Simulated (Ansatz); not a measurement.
# BP (F-43m) in Ansatz: a series of runs

The runs below take BP through band structure, single point, equation of state, with r2SCAN+rVV10, BLYP.

All numbers are computed with Ansatz 0.2.0; they aren't measurements. Logs are shortened: lines on timing, memory, paths and dates and some standing lists are left out, and cuts for length are marked.

**1. Starting point**

The structure is cubic, space group F-43m (No. 216). The conventional cell has a = 4.538 Å, b = 4.538 Å, c = 4.538 Å, α = 90.00°, β = 90.00°, γ = 90.00°. Around P (site symmetry -43m) lie 4 B at 1.97 Å. B (site symmetry -43m) has 4 P at 1.97 Å as nearest neighbours.

**2. Band structure, r2SCAN+rVV10**

The input, input.yaml:

```yaml
crystal:
  lattice:
    - [0.0, 2.269, 2.269]
    - [2.269, 0.0, 2.269]
    - [2.269, 2.269, 0.0]
  atoms:
    - { symbol: P, position: [0.75, 0.75, 0.75] }
    - { symbol: B, position: [0.0, 0.0, 0.0] }
hamiltonian:
  xc: r2scan
  pseudopotentials: { kind: nc }
  dispersion: rvv10
kpoints:
  mp_grid: { grid: [10, 10, 10] }
  band_path:
    path:
      - [[0.0, 0.0, 0.0], [0.5, 0.0, 0.5], [0.5, 0.25, 0.75], [0.375, 0.375, 0.75], [0.0, 0.0, 0.0], [0.5, 0.5, 0.5], [0.625, 0.25, 0.625], [0.5, 0.25, 0.75], [0.5, 0.5, 0.5], [0.375, 0.375, 0.75]]
      - [[0.625, 0.25, 0.625], [0.5, 0.0, 0.5]]
    npoints: 14
scf:
  occupations: { method: gaussian, width: 0.15 }
  n_extra_bands: 6
output:
  forces: true
  stress: true
  eigenvalues: true
  fatbands: false
```

Potentials or basis: Ansatz NC with PseudoDojo standard (PBE files).

Started as:

```bash
> ansatz run input.yaml --threads 1 --pin off --max-ram 2560MiB --backend cpu --events-out ev --progress --plain --runs-dir out
```

What it wrote:

```text
Warning: hamiltonian.xc reads the kinetic-energy density τ on the library's norm-conserving files, and those of B were made for PBE. With hamiltonian.pseudopotentials.accuracy and source left out, as here, a run under PBE reads other files of B, this project's own, so that a step between the two functionals holds that of the files too. To compare such runs, type hamiltonian.pseudopotentials: {kind: paw, frozen_core: stored} on both or, where PAW refuses one, {kind: nc, accuracy: standard}
Warning: RAYON_NUM_THREADS=1 ignored (pool sized by the plan → 1); use --threads N
scf.n_extra_bands = 6 over 4 filled bands (N_el = 8.0): the run solves 10 bands
Engine: ansatz 0.2.0, aarch64-unknown-linux-gnu
Pseudopotentials: kind: nc
Pseudopotential: P, nc, valence charge 5, recommended cutoff 560 eV (normal), P.nc.azcp
Pseudopotential: B, nc, valence charge 3, recommended cutoff 1034.032677 eV (normal), B.nc.azcp (PseudoDojo's, or run here from an input of PseudoDojo's: the run reads no file of this project's for it)
Functional definition: r2SCAN+rVV10
  parameter k0 = 0.174
  parameter k1 = 0.065
  parameter a1 = 4.9479
  exchange = r2scan_x(k0 = k0, k1 = k1, a1 = a1)
  correlation = r2scan_c + rvv10(11.95, 0.0093)
Crystal: 2 atoms, lattice volume = 23.363 Å³
Basis set: ecut = 1034.032677 eV, 1807 PW (Γ), exchange–correlation on 144×144×144 points (64 copies of the dense FFT grid, shifted against one another)
Bands: 10, of which v1, the nominal top of the filled ones, is band 4 counted from 1 (3 counted from 0)
Symmetry: 24 space group operations
Space group: F-43m (ITA 216), of the structure as read, at distance tolerance 2.9e-5 Å
k-points: 47 of 1000 (time reversal used)
Non-local potential: P, projectors of the file, l = 0: 2, l = 1: 2, l = 2: 2
Non-local potential: B, projectors of the file, l = 0: 2, l = 1: 2
Initial density: superposition of atomic densities (chi_scale 0.1, normalization cell, long waves kept (reshape's long-wave potential 0.00 eV rms))
Initial wavefunctions: pseudopotential atomic-orbital guess
Functional: x = r2scan, c = r2scan + rvv10(b = 11.95, C = 0.0093); τ floored in thin density (d = 2e-4 eV/Å³)
SCF iter   1: F=—  HF=-276.537106 eV  |F-HF|=—  |Δ(HF+E_count)|=         —  Δρ=8.41e-2  dr2=1.76e0  dr2_τ=3.61e-1  ethr=3.10e-3  ⟨swp⟩=6.0  Hψ=4192  notcnv=0
preconditioner: auto → none  [insulator: Δε(μ)=1.792 eV  Ē_g=16.073 eV  σ=0.150 eV  W_gap=1.00  n_scr=0 (ndim 8)  ℏωp=21.7 eV  f_vac=0.000  D(μ)=0.00/eV (n_scr^D=0)  ε∞_Penn≈2.8]
SCF iter   2: F=—  HF=-276.137672 eV  |F-HF|=—  |Δ(HF+E_count)|=   3.99e-1  Δρ=3.02e-2  dr2=1.56e-1  dr2_τ=1.13e-2  ethr=3.10e-3  ⟨swp⟩=3.6  Hψ=1341  notcnv=0  defer=83
SCF iter   3: F=—  HF=-276.145575 eV  |F-HF|=—  |Δ(HF+E_count)|=   7.90e-3  Δρ=8.80e-3  dr2=9.95e-3  dr2_τ=6.28e-4  ethr=1.95e-3  ⟨swp⟩=3.5  Hψ=770  notcnv=0  defer=83
SCF iter   4: F=—  HF=-276.147540 eV  |F-HF|=—  |Δ(HF+E_count)|=   1.97e-3  Δρ=1.22e-3  dr2=1.54e-4  dr2_τ=2.24e-5  ethr=1.24e-4  ⟨swp⟩=2.0  Hψ=541  notcnv=0  defer=83
SCF iter   5: F=—  HF=-276.147628 eV  |F-HF|=—  |Δ(HF+E_count)|=   8.78e-5  Δρ=1.00e-4  dr2=2.02e-6  dr2_τ=6.89e-7  ethr=1.93e-6  ⟨swp⟩=2.5  Hψ=577  notcnv=0  defer=83
SCF iter   6: F=—  HF=-276.147628 eV  |F-HF|=—  |Δ(HF+E_count)|=   4.68e-7  Δρ=9.68e-6  dr2=1.75e-8  dr2_τ=4.27e-9  ethr=1.25e-9  ⟨swp⟩=12.6  Hψ=3535  notcnv=0
SCF iter   7: F=-276.147628 eV  HF=-276.147628 eV  |F-HF|=1.01e-11  |Δ(HF+E_count)|=  2.49e-10  Δρ=5.51e-7  dr2=3.29e-11  dr2_τ=1.91e-12  ethr=2.19e-10  ⟨swp⟩=2.7  Hψ=1492  notcnv=0
SCF 1 converged in 7 iterations: F = -276.147628 eV  dr2 = 3.29e-11
NSCF: frozen V_eff on 142 k-points
SCF converged after 7 iterations
Free energy (F): -276.147628 eV
Harris-Foulkes:  -276.147628 eV  (|F-HF|=1.01e-11)
Internal energy: -276.147628 eV  (E = F + TS)
E sigma→0 (E₀):  -276.147628 eV
Fermi energy:    9.899607 eV
--- Per-component energies (eV) ---
  E_band       = 18.719674
  E_kinetic    = 124.639950
  E_local      = -70.307555  (includes V_loc(G=0)·N_el)
  E_nonlocal   = 35.947462
  E_hartree    = 17.116888
  E_xc         = -98.052854
  E_vxc        = -111.540278  (∫ρ·V_xc dr)
  E_vtau       = 5.746331  (kinetic-family band-sum trace: ∫τ·v_τ [+ j·A + Jᵃ·Aᵃ] dr)
  E_ewald      = -285.491518
  E_smearing   = -0.000000  (= −TS)
  E_closure    = 0.000000  (closes the sum)
  Σ components = -276.147628   (vs F -276.147628, Δ=0.00e0)
--- Forces (eV/Å), atoms counted from 1 ---
  atom   1  P      0.00000000    -0.00000000    -0.00000000
  atom   2  B     -0.00000000     0.00000000    -0.00000000
  max |Σ_I F_I| component: 2.96e-16 eV/Å
--- Stress (GPa, compression-positive) ---
       -0.072274       0.000000      -0.000000
        0.000000      -0.072274       0.000000
        0.000000       0.000000      -0.072274
  P = ⅓ Tr σ = -0.0723 GPa (-0.723 kbar)
--- Band table (eV; the first three rows and the last of 47) ---
  k-point 0: bands = ["-7.1304", "9.2482", "9.2482", "9.2482", "12.8191", "12.8191", "12.8191", "16.9339", "21.4823", "21.7560"]
  k-point 1: bands = ["-6.9402", "7.8457", "8.9310", "8.9310", "13.2572", "13.2572", "13.3025", "17.5078", "21.0954", "21.0954"]
  k-point 2: bands = ["-6.3771", "5.3512", "8.3317", "8.3317", "13.4989", "14.0255", "14.0255", "18.8457", "20.5071", "20.5071"]
  k-point 46: bands = ["-1.6506", "0.3999", "3.4120", "3.5875", "14.1434", "14.9984", "17.8892", "18.4788", "22.9014", "26.3049"]
```

Wall time 20 s (1 thread of Arm Neoverse V2, shared host); peak memory 0.51 GiB.

Results:

| Property | Result |
| --- | --- |
| Free energy | -276.1476 eV |
| Band gap on the k mesh | 1.31 eV, indirect (least direct gap 3.57 eV) |
| Band gap along the path | 1.31 eV, indirect (least direct gap 3.57 eV) |

Levels at the corners of the path, in eV from the valence-band top:
```
point  band 2  band 3  band 4  band 5  band 6  band 7
    Γ    0.00    0.00    0.00    3.57    3.57    3.57
    X   -9.29   -4.38   -4.38    1.37    1.84   12.95
    W   -8.79   -5.98   -5.77    5.72    7.11    7.74
    K   -8.85   -6.56   -3.73    2.28    6.37   10.34
    Γ    0.00    0.00    0.00    3.57    3.57    3.57
    L   -9.61   -1.88   -1.88    3.94    4.96    4.96
    U   -8.85   -6.56   -3.73    2.28    6.37   10.34
    W   -8.79   -5.98   -5.77    5.72    7.11    7.74
    L   -9.61   -1.88   -1.88    3.94    4.96    4.96
    K   -8.85   -6.56   -3.73    2.28    6.37   10.34
    U   -8.85   -6.56   -3.73    2.28    6.37   10.34
    X   -9.29   -4.38   -4.38    1.37    1.84   12.95
```

Caveat: the rVV10 pressure on norm-conserving files is uncertain; the potentials were made for another functional, which shifts forces and pressure. r2SCAN opens gaps a little over a GGA but as a rule still falls short of measured ones.

**3. Single point, BLYP, collinear spin, ferromagnetic start, 11.42 Å³/atom (volume scaled by 1.04)**

The input, input.yaml:

```yaml
crystal:
  lattice:
    - [0.0, 2.251930036, 2.251930036]
    - [2.251930036, 0.0, 2.251930036]
    - [2.251930036, 2.251930036, 0.0]
  atoms:
    - { symbol: P, spin: 0.5, position_ang: [3.377895054, 3.377895054, 3.377895054] }
    - { symbol: B, position_ang: [0.0, 0.0, 0.0] }
hamiltonian:
  xc: blyp
  pseudopotentials: { kind: paw }
magnetization:
  spin_polarized: true
kpoints:
  mp_grid: { grid: [10, 10, 10] }
scf:
  occupations: { method: tetrahedron }
output:
  forces: true
  stress: true
```

Potentials or basis: Ansatz PAW.

Started as:

```bash
> ansatz run input.yaml --threads 1 --pin off --max-ram 2560MiB --backend cpu --events-out ev --progress --plain --runs-dir out
```

What it wrote:

```text
Warning: output.forces, output.stress, relax.cell or npt_langevin: where a Kohn–Sham band that disperses or a degenerate level is filled in part under the method tetrahedron, the forces or the stress that this run publishes need not agree with its energy (scf.occupations.method in the input reference, under Limitations); prefer a smearing scheme for the forces or the stress
Warning: RAYON_NUM_THREADS=1 ignored (pool sized by the plan → 1); use --threads N
[... 1 set-up line as earlier in the session ...]
Pseudopotentials: kind: paw
Pseudopotential: P, paw, valence charge 5, recommended cutoff 420 eV (normal), P.paw.azcp
Pseudopotential: B, paw, valence charge 3, recommended cutoff 420 eV (normal), B.paw.azcp
Functional definition: BLYP
  parameter beta = 0.0042
  parameter a = 0.04918
  parameter b = 0.132
  parameter c = 0.2533
  parameter d = 0.349
  exchange = b88_x(beta = beta)
  correlation = lyp_c(a = a, b = b, c = c, d = d)
Crystal: 2 atoms, lattice volume = 22.840 Å³
Basis set: ecut = 420 eV, 459 PW (Γ), exchange–correlation on 48×48×48 points (8 copies of the dense FFT grid, shifted against one another)
Bands: 9, of which v1, the nominal top of the filled ones, is band 4 counted from 1 (3 counted from 0)
[... 48 lines left out ...]
  E_band       = 27.629898
  E_kinetic    = 124.334453
  E_local      = -69.878377  (includes V_loc(G=0)·N_el)
  E_nonlocal   = 46.973217
  E_hartree    = 17.703792
  E_xc         = -93.268090
  E_vxc        = -98.037944  (∫ρ·V_xc dr)
  E_paw        = -655.001675  (= ΣΔE_a)
  E_vpaw       = -11.169036  (= ΣTr[D̂ρ^β])
  E_aug_tail   = -0.000000  (compensation charges beyond the density's cutoff)
  E_ewald      = -287.655586
  E_core_change = 0.017175  (= ΣΔE_core)
  E_smearing   = -0.000000  (= −TS)
  E_closure    = 0.000000  (closes the sum)
  Σ components = -916.775091   (vs F -916.775091, Δ=0.00e0)
--- Forces (eV/Å), atoms counted from 1 ---
  atom   1  P      0.00000000    -0.00000000     0.00000000
  atom   2  B     -0.00000000     0.00000000    -0.00000000
  max |Σ_I F_I| component: 4.26e-16 eV/Å
--- Stress (GPa, compression-positive) ---
       10.089337      -0.000000       0.000000
       -0.000000      10.089337       0.000000
       -0.000000       0.000000      10.089337
  P = ⅓ Tr σ = 10.0893 GPa (100.893 kbar)
--- Band table (eV; the first three rows and the last of 94) ---
  k-point 0 ↑: bands = ["-5.5721", "9.9248", "9.9248", "9.9248", "13.5128", "13.5128", "13.5128", "17.7109", "22.0046"]
  k-point 1 ↑: bands = ["-5.3905", "8.6561", "9.6385", "9.6385", "13.9138", "13.9138", "13.9479", "18.2062", "21.5636"]
  k-point 2 ↑: bands = ["-4.8527", "6.3302", "9.0862", "9.0862", "14.1843", "14.6326", "14.6326", "19.3344", "20.9883"]
  k-point 46 ↓: bands = ["-0.4476", "1.8250", "4.4550", "4.6164", "14.7409", "15.6015", "18.4049", "18.8715", "22.9058"]
```

Run time: 3.9 s. Hardware: 1 thread of Arm Neoverse V2, shared host; peak memory 0.27 GiB.

Results:

```
Free energy            : -916.7751 eV
Pressure               : 10.1 GPa
Band gap on the k mesh : 1.49 eV, indirect (least direct gap 3.59 eV)
Net moment             : 0.00 μB per cell
Absolute moment        : 0.00 μB per cell
```

Caveat: the PAW data sets come from PBE, with cores solved anew for the run's functional, which leaves a small shift of forces and pressure; with tetrahedron occupations forces and stress needn't match the slope of the energy; the starting moments weren't kept.

**4. Single point, BLYP, collinear spin, ferromagnetic start, 11.66 Å³/atom (volume scaled by 1.04)**

The input, input.yaml:

```yaml
crystal:
  lattice:
    - [0.0, 2.2677892207, 2.2677892207]
    - [2.2677892207, 0.0, 2.2677892207]
    - [2.2677892207, 2.2677892207, 0.0]
  atoms:
    - { symbol: P, spin: 0.5, position_ang: [3.401683831, 3.401683831, 3.401683831] }
    - { symbol: B, position_ang: [0.0, 0.0, 0.0] }
hamiltonian:
  xc: blyp
  pseudopotentials: { kind: paw }
magnetization:
  spin_polarized: true
kpoints:
  mp_grid: { grid: [10, 10, 10] }
scf:
  occupations: { method: tetrahedron }
output:
  forces: true
  stress: true
  write_density: true
  write_potential: true
  elf: true
  volumetric_format: npy
```

Started as:

```bash
> ansatz run input.yaml --threads 1 --pin off --max-ram 2560MiB --backend cpu --events-out ev --progress --plain --runs-dir out
```

Run time: 4.4 s. Hardware: 1 thread of Arm Neoverse V2, shared host; peak memory 0.27 GiB.

Results (log left out):

- Free energy: -916.7999 eV
- Pressure: 6.3 GPa
- Band gap on the k mesh: 1.51 eV, indirect (least direct gap 3.55 eV)
- Net moment: 0.00 μB per cell
- Absolute moment: 0.00 μB per cell

Caveat: the PAW data sets come from PBE, with cores solved anew for the run's functional, which leaves a small shift of forces and pressure; with tetrahedron occupations forces and stress needn't match the slope of the energy; the starting moments weren't kept.

**5. Single point, BLYP, collinear spin, ferromagnetic start, 11.91 Å³/atom (volume scaled by 1.04)**

The input, input.yaml:

```yaml
crystal:
  lattice:
    - [0.0, 2.2834296406, 2.2834296406]
    - [2.2834296406, 0.0, 2.2834296406]
    - [2.2834296406, 2.2834296406, 0.0]
  atoms:
    - { symbol: P, spin: 0.5, position_ang: [3.425144461, 3.425144461, 3.425144461] }
    - { symbol: B, position_ang: [0.0, 0.0, 0.0] }
hamiltonian:
  xc: blyp
  pseudopotentials: { kind: paw }
magnetization:
  spin_polarized: true
kpoints:
  mp_grid: { grid: [10, 10, 10] }
scf:
  occupations: { method: tetrahedron }
output:
  forces: true
  stress: true
  write_density: true
  write_potential: true
  elf: true
  volumetric_format: npy
```

Started as:

```bash
> ansatz run input.yaml --threads 1 --pin off --max-ram 2560MiB --backend cpu --events-out ev --progress --plain --runs-dir out
```

Run time: 4.4 s. Hardware: 1 thread of Arm Neoverse V2, shared host; peak memory 0.27 GiB.

It converged, with:

* Free energy: -916.8138 eV
* Pressure: 2.9 GPa
* Band gap on the k mesh: 1.53 eV, indirect (least direct gap 3.52 eV)
* Net moment: 0.00 μB per cell
* Absolute moment: 0.00 μB per cell

Caveat: the PAW data sets come from PBE, with cores solved anew for the run's functional, which leaves a small shift of forces and pressure; with tetrahedron occupations forces and stress needn't match the slope of the energy; the starting moments weren't kept.

**6. Single point, BLYP, collinear spin, ferromagnetic start, 12.15 Å³/atom (volume scaled by 1.04)**

The input, input.yaml:

```yaml
crystal:
  lattice:
    - [0.0, 2.2988586873, 2.2988586873]
    - [2.2988586873, 0.0, 2.2988586873]
    - [2.2988586873, 2.2988586873, 0.0]
  atoms:
    - { symbol: P, spin: 0.5, position_ang: [3.448288031, 3.448288031, 3.448288031] }
    - { symbol: B, position_ang: [0.0, 0.0, 0.0] }
hamiltonian:
  xc: blyp
  pseudopotentials: { kind: paw }
magnetization:
  spin_polarized: true
kpoints:
  mp_grid: { grid: [10, 10, 10] }
scf:
  occupations: { method: tetrahedron }
output:
  forces: true
  stress: true
```

Potentials or basis: Ansatz PAW.

Started as:

```bash
> ansatz run input.yaml --threads 1 --pin off --max-ram 2560MiB --backend cpu --events-out ev --progress --plain --runs-dir out
```

It took 4 s on 1 thread of Arm Neoverse V2, shared host; peak memory 0.27 GiB.

The run converged. Its results:

* Free energy: -916.8178 eV
* Pressure: -0.2 GPa
* Band gap on the k mesh: 1.56 eV, indirect (least direct gap 3.49 eV)
* Net moment: 0.00 μB per cell
* Absolute moment: 0.00 μB per cell

Caveat: the PAW data sets come from PBE, with cores solved anew for the run's functional, which leaves a small shift of forces and pressure; with tetrahedron occupations forces and stress needn't match the slope of the energy; the starting moments weren't kept.

**7. Single point, BLYP, collinear spin, ferromagnetic start, 12.39 Å³/atom (volume scaled by 1.04)**

The input, input.yaml:

```yaml
crystal:
  lattice:
    - [0.0, 2.3140833607, 2.3140833607]
    - [2.3140833607, 0.0, 2.3140833607]
    - [2.3140833607, 2.3140833607, 0.0]
  atoms:
    - { symbol: P, spin: 0.5, position_ang: [3.471125041, 3.471125041, 3.471125041] }
    - { symbol: B, position_ang: [0.0, 0.0, 0.0] }
hamiltonian:
  xc: blyp
  pseudopotentials: { kind: paw }
magnetization:
  spin_polarized: true
kpoints:
  mp_grid: { grid: [10, 10, 10] }
scf:
  occupations: { method: tetrahedron }
output:
  forces: true
  stress: true
```

Started as:

```bash
> ansatz run input.yaml --threads 1 --pin off --max-ram 2560MiB --backend cpu --events-out ev --progress --plain --runs-dir out
```

It took 4 s on 1 thread of Arm Neoverse V2, shared host; peak memory 0.27 GiB.

The run converged. Its results:

- Free energy: -916.8129 eV
- Pressure: -3.0 GPa
- Band gap on the k mesh: 1.58 eV, indirect (least direct gap 3.46 eV)
- Net moment: 0.00 μB per cell
- Absolute moment: 0.00 μB per cell

Caveat: the PAW data sets come from PBE, with cores solved anew for the run's functional, which leaves a small shift of forces and pressure; with tetrahedron occupations forces and stress needn't match the slope of the energy; the starting moments weren't kept.

**8. Single point, BLYP, collinear spin, ferromagnetic start, 12.63 Å³/atom (volume scaled by 1.04)**

The input, input.yaml:

```yaml
crystal:
  lattice:
    - [0.0, 2.3291102971, 2.3291102971]
    - [2.3291102971, 0.0, 2.3291102971]
    - [2.3291102971, 2.3291102971, 0.0]
  atoms:
    - { symbol: P, spin: 0.5, position_ang: [3.493665446, 3.493665446, 3.493665446] }
    - { symbol: B, position_ang: [0.0, 0.0, 0.0] }
hamiltonian:
  xc: blyp
  pseudopotentials: { kind: paw }
magnetization:
  spin_polarized: true
kpoints:
  mp_grid: { grid: [10, 10, 10] }
scf:
  occupations: { method: tetrahedron }
output:
  forces: true
  stress: true
```

Started as:

```bash
> ansatz run input.yaml --threads 1 --pin off --max-ram 2560MiB --backend cpu --events-out ev --progress --plain --runs-dir out
```

It took 4.1 s on 1 thread of Arm Neoverse V2, shared host; peak memory 0.27 GiB.

It converged, with:

| Quantity | Value |
| --- | --- |
| Free energy | -916.7998 eV |
| Pressure | -5.6 GPa |
| Band gap on the k mesh | 1.60 eV, indirect (least direct gap 3.44 eV) |
| Net moment | 0.00 μB per cell |
| Absolute moment | 0.00 μB per cell |

Caveat: the PAW data sets come from PBE, with cores solved anew for the run's functional, which leaves a small shift of forces and pressure; with tetrahedron occupations forces and stress needn't match the slope of the energy; the starting moments weren't kept.

**9. Single point, BLYP, collinear spin, ferromagnetic start, 12.88 Å³/atom (volume scaled by 1.04)**

The input, input.yaml:

```yaml
crystal:
  lattice:
    - [0.0, 2.3439457945, 2.3439457945]
    - [2.3439457945, 0.0, 2.3439457945]
    - [2.3439457945, 2.3439457945, 0.0]
  atoms:
    - { symbol: P, spin: 0.5, position_ang: [3.515918692, 3.515918692, 3.515918692] }
    - { symbol: B, position_ang: [0.0, 0.0, 0.0] }
hamiltonian:
  xc: blyp
  pseudopotentials: { kind: paw }
magnetization:
  spin_polarized: true
kpoints:
  mp_grid: { grid: [10, 10, 10] }
scf:
  occupations: { method: tetrahedron }
output:
  forces: true
  stress: true
```

Potentials or basis: Ansatz PAW.

Started as:

```bash
> ansatz run input.yaml --threads 1 --pin off --max-ram 2560MiB --backend cpu --events-out ev --progress --plain --runs-dir out
```

Wall time 3.9 s (1 thread of Arm Neoverse V2, shared host); peak memory 0.27 GiB.

It converged, with:

```
Free energy            : -916.7794 eV
Pressure               : -7.9 GPa
Band gap on the k mesh : 1.62 eV, indirect (least direct gap 3.41 eV)
Net moment             : 0.00 μB per cell
Absolute moment        : 0.00 μB per cell
```

Caveat: the PAW data sets come from PBE, with cores solved anew for the run's functional, which leaves a small shift of forces and pressure; with tetrahedron occupations forces and stress needn't match the slope of the energy; the starting moments weren't kept.

**10. Equation of state, BLYP, collinear spin, ferromagnetic start (volume scaled by 1.04)**

Potentials or basis: Ansatz PAW.

No new run: the results of the series are fitted here.

Results:

```yaml
Equilibrium_volume: 12.13 Å³/atom
Bulk_modulus: 148 GPa
Pressure_derivative_of_the_bulk_modulus: 3.9
```

Energy against volume, from the lowest point:
| volume (Å³/atom) | energy (meV/atom) |
| --- | --- |
| 11.420 | 21.35 |
| 11.663 | 8.95 |
| 11.906 | 2.01 |
| 12.149 | 0.00 |
| 12.392 | 2.46 |
| 12.635 | 8.99 |
| 12.878 | 19.19 |

Caveat: the potentials were made for another functional, which shifts forces and pressure.
